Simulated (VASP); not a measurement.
A run of VASP 6.6.1 is set up as follows.

INCAR

```
SYSTEM = AlCo
PREC = Accurate
ENCUT = 600
EDIFF = 1E-7
ISMEAR = 1
SIGMA = 0.1
LREAL = .FALSE.
LASPH = .TRUE.
NELM = 80
ALGO = Normal
ISIF = 3
LWAVE = .FALSE.
LCHARG = .FALSE.
GGA = PE
IVDW = 12
IBRION = 2
NSW = 90
EDIFFG = -0.005
```

KPOINTS

```
regular mesh
0
G
  14 14 14
  0 0 0
```

File POSCAR:

```
AlCo                                    
1.0
    2.8194032100      0.0000000000      0.0000000000
    0.0000000000      2.8194032100      0.0000000000
    0.0000000000      0.0000000000      2.8194032100
  Al              Co            
     1     1
Direct
     0.0000000000000000    0.0000000000000000    0.0000000000000000
     0.5000000000000000    0.5000000000000000    0.5000000000000000
```

Potentials or basis: VASP PAW PBE potentials, release 64 (Al, Co).

Run with:

```sh
$ cat potpaw_PBE.64/Al/POTCAR potpaw_PBE.64/Co/POTCAR > POTCAR
$ mpirun -np 1 vasp_std > vasp.out
```

Task: What does it give for the dispersion energy per atom?

Result: -0.450 eV.

Task: Estimate the space group after relaxing (to 0.05 Å).

Result: Pm-3m (No. 221).

Task: What does it give for the relaxed cell?

Result: a = 2.818 Å, b = 2.818 Å, c = 2.818 Å, α = 90.00°, β = 90.00°, γ = 90.00°.

Task: Estimate the band gap on the k mesh.

Result: None (metal or under the smearing width).

Final structure:
```
CELL_PARAMETERS angstrom
2.81836 0.00000 0.00000
0.00000 2.81836 0.00000
0.00000 0.00000 2.81836
ATOMIC_POSITIONS crystal
Al 0.00000 0.00000 0.00000
Co 0.50000 0.50000 0.50000
```

 Spin polarisation is off, so any magnetic state and its effect on volume and gap are missing.
